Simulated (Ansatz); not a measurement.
**Choice of functional: WC**

```xyz
2
Lattice="2.9005 0.0000 0.0000 -1.4503 2.5119 0.0000 0.0000 0.0000 2.8290" Properties=species:S:1:pos:R:3 pbc="T T T"
W     0.0000    0.0000    0.0000
C     1.4503    0.8373    1.4145
```

Atom numbers follow the list: W1, C2.

Conventional cell: a = 2.901 Å, b = 2.901 Å, c = 2.829 Å, α = 90.00°, β = 90.00°, γ = 120.00°. Around W (atom 1) lie 6 C at 2.19 Å. C (atom 2) has 6 W at 2.19 Å as nearest neighbours.

The cell comes from COD entry 2102244, which wasn't checked; take it as a given geometry.

No spin–orbit coupling, which matters for the heavy atoms here.

One fixed cell is solved with several functionals by frozen-core PAW in Ansatz 0.2.0, scalar-relativistically. A positive pressure means that the functional wants a larger cell.

The PAW files were made with PBE; their cores are remade for each functional.

Sampling and basis: a Γ-centred 14×14×13 k mesh, Fermi–Dirac smearing of 0.05 eV, cutoff 420 eV, no spin polarisation.

Cutoffs: PBE 420 eV, LDA 420 eV, PBEsol 420 eV, r²SCAN 500 eV.

```csv
setting,P (GPa),"lowest level at Γ above −25 eV, from the valence-band top or, without a gap, the Fermi level (eV)"
PBE,8.49,-14.50
LDA,-7.15,-14.35
PBEsol,-0.71,-14.47
r²SCAN,4.34,-15.28
```
